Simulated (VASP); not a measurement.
A calculation with VASP 6.6.1 of Os (ASE script, structure typed inline):

run.py

```python
from ase import Atoms
from ase.calculators.vasp import Vasp
from ase.dft.bandgap import bandgap

atoms = Atoms(
    ['Os'],
    cell=[[0.0, 1.945, 1.945], [1.945, 0.0, 1.945], [1.945, 1.945, 0.0]],
    scaled_positions=[[0.0, 0.0, 0.0]],
    pbc=True,
)
calc = Vasp(
    directory='calc',
    xc='pbesol',
    pp='PBE',
    setups='recommended',
    pp_version='54',
    prec='Accurate',
    encut=520,
    ediff=1e-07,
    ismear=0,
    sigma=0.02,
    lreal=False,
    lasph=True,
    nelm=60,
    algo='Normal',
    isif=2,
    lwave=False,
    lcharg=False,
    kpts=[12, 12, 12],
    gamma=True,
)
atoms.calc = calc

print('energy (eV):', atoms.get_potential_energy())
print('free energy (eV):', atoms.get_potential_energy(force_consistent=True))
print('forces (eV/A):')
print(atoms.get_forces())
print('stress (eV/A^3, Voigt):', atoms.get_stress())
print('Fermi level (eV):', calc.get_fermi_level())
gap, top, bottom = bandgap(calc)
print('band gap (eV):', gap, 'from (spin, k, band)', top, 'to', bottom)
```

Potentials or basis: VASP PAW PBE potentials, release 54 (Os).

The run is started by

```console
$ python run.py
```

This isn't the form of Os at room conditions, which is hcp.

Task: Write the same calculation in another form: native input, structure from a POSCAR.

Result: As run:

The input INCAR:

```
SYSTEM = Os
  PREC = Accurate
  ENCUT = 520
  EDIFF = 1E-6
  ISMEAR = 0
  SIGMA = 0.02
  LREAL = .False.
  LASPH = .True.
  NELM = 80
  ALGO = Normal
  ISIF = 2
  LWAVE = .False.
  LCHARG = .False.
  GGA = PS
```

Contents of KPOINTS:

```
regular mesh
0
Gamma
  12 12 12
  0 0 0
```

Contents of POSCAR:

```
Os
1.0
    0.0000000000      1.9450000000      1.9450000000
    1.9450000000      0.0000000000      1.9450000000
    1.9450000000      1.9450000000      0.0000000000
Os
1
Direct
    0.0000000000      0.0000000000      0.0000000000
```

Potentials or basis: VASP PAW PBE potentials, release 54 (Os).

Run with:

```bash
$ cat potpaw_PBE.54/Os/POTCAR > POTCAR
$ mpirun -np 1 vasp_std > vasp.out
```

Both were run:

|  | ASE script, structure typed inline | native input, structure from a POSCAR |
| --- | --- | --- |
| Pressure | -20.6 GPa | -20.6 GPa |
| Band gap on the k mesh | none (metal or under the smearing width) | none (metal or under the smearing width) |

Keys that steer only the numerical path or the files written may differ.

Caveat: so large a pressure means that the cell lies far from this level's equilibrium, or that cutoff or potentials fall short; the potentials were made for another functional, which shifts forces and pressure.
